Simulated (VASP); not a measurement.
Al, 4 atoms in the cell. The structure is hexagonal, space group P6_3/mmc (No. 194). Conventional cell: a = 2.854 Å, b = 2.854 Å, c = 9.383 Å, α = 90.00°, β = 90.00°, γ = 120.00°. Al (site symmetry -3m) is surrounded by 12 Al at 2.85 to 2.87 Å. Al (site symmetry -6m2) has 12 Al at 2.85 to 2.87 Å as nearest neighbours. This isn't the form of Al at room conditions, which is fcc.

| Quantity | Value |
| --- | --- |
| Program | VASP 6.6.1 |
| Task | single point |
| Functional | PBE |
| Potentials or basis | VASP PAW PBE potentials, release 64 (Al) |
| Cutoff | 520 eV |
| k mesh | 18 × 18 × 6 |
| Occupations | gaussian, width 0.1 eV |
| Spin | no spin polarisation |
| Dipole correction | no |
| Further INCAR settings | ALGO = Fast; EDIFF = 1e-06; NBANDS = 14 |

Potentials or basis: VASP PAW PBE potentials, release 64 (Al).

Run with:

```bash
$ cat potpaw_PBE.64/Al/POTCAR > POTCAR
$ mpirun -np 1 vasp_std > vasp.out
```

Hardware: 1 thread of Intel(R) Xeon(R) Platinum 8488C (Sapphire Rapids) (shared host).

Problem. How long does it take, and how much memory?

Solution. It took 57 s on 1 thread of Intel(R) Xeon(R) Platinum 8488C (Sapphire Rapids) (shared host), peak memory 0.24 GiB. Counts: scf iterations 12, k points 148.
